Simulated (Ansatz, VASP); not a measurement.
**Two plane-wave programs on B**

Contents of INCAR:

```
  ALGO = Normal
  EDIFF = 1E-6
  EDIFFG = -0.04
  ENCUT = 600
  GGA = PE
  IBRION = 2
  ISIF = 3
  ISMEAR = 0
  LASPH = True
  LCHARG = False
  LREAL = False
  LWAVE = False
  NELM = 100
  NSW = 90
  PREC = Accurate
  SIGMA = 0.1
```

The input KPOINTS:

```
k-points
0
Gamma
  4 4 4
```

POSCAR

```
B
1.0
    2.5550869100     -2.7637699100      0.0000000000
    2.5550869100      2.7637699100      0.0000000000
    0.0000000000      0.0000000000      4.7992716300
B
8
Direct
    0.7009306600      0.9699274900      0.4250912100
    0.9699274900      0.7009306600      0.9250912100
    0.2990693400      0.0300725100      0.9250912100
    0.7009306600      0.9699274900      0.0749087900
    0.2990693400      0.0300725100      0.5749087900
    0.0300725100      0.2990693400      0.4250912100
    0.9699274900      0.7009306600      0.5749087900
    0.0300725100      0.2990693400      0.0749087900
```

Input for Ansatz:

```yaml
crystal:
  lattice:
    - [2.55508691, -2.76376991, 0.0]
    - [2.55508691, 2.76376991, 0.0]
    - [0.0, 0.0, 4.79927163]
  atoms:
    - { symbol: B, position: [0.70093066, 0.96992749, 0.42509121] }
    - { symbol: B, position: [0.96992749, 0.70093066, 0.92509121] }
    - { symbol: B, position: [0.29906934, 0.03007251, 0.92509121] }
    - { symbol: B, position: [0.70093066, 0.96992749, 0.07490879] }
    - { symbol: B, position: [0.29906934, 0.03007251, 0.57490879] }
    - { symbol: B, position: [0.03007251, 0.29906934, 0.42509121] }
    - { symbol: B, position: [0.96992749, 0.70093066, 0.57490879] }
    - { symbol: B, position: [0.03007251, 0.29906934, 0.07490879] }
basis:
  ecutwfc: 420
kpoints:
  mp_grid: { grid: [4, 4, 4] }
hamiltonian:
  xc: pbe
scf:
  occupations: { method: gaussian, width: 0.1 }
  lower_state_search: "off"
output:
  forces: true
  stress: true
  eigenvalues: true
relax:
  adjacent_minimum: "off"
  f_tol: 0.04
  max_steps: 70
  cell: { stress_tol: 0.4 }
```

Alike in both runs: task relaxation of cell and atoms; functional PBE; k mesh 4 × 4 × 4; occupations gaussian, width 0.1 eV; no spin polarisation.

```csv
,VASP,Ansatz
version,VASP 6.6.1,Ansatz 0.2.0
potentials or method,"VASP PAW PBE potentials, release 64 (B)","scalar-relativistic, plane waves, PAW"
plane-wave cutoff (eV),600,420
valence electrons in the cell,24,24
```

```tsv
	VASP	Ansatz	Ansatz less VASP
gap on the k mesh at the Fermi level, each at its own relaxed structure (eV)	none	none	-
relaxed volume (Å³/atom)	8.76	8.75	-0.015
relaxed cell length with the largest relative difference (Å)	4.778	4.781	+0.0036
energy change over the relaxation (meV/atom)	-146	-146	-0.1
```

A gap of «none» marks a metal or a gap that the smearing closes.

Caveats: the k mesh is coarse (spacing up to 0.42 Å⁻¹), so the values aren't converged.
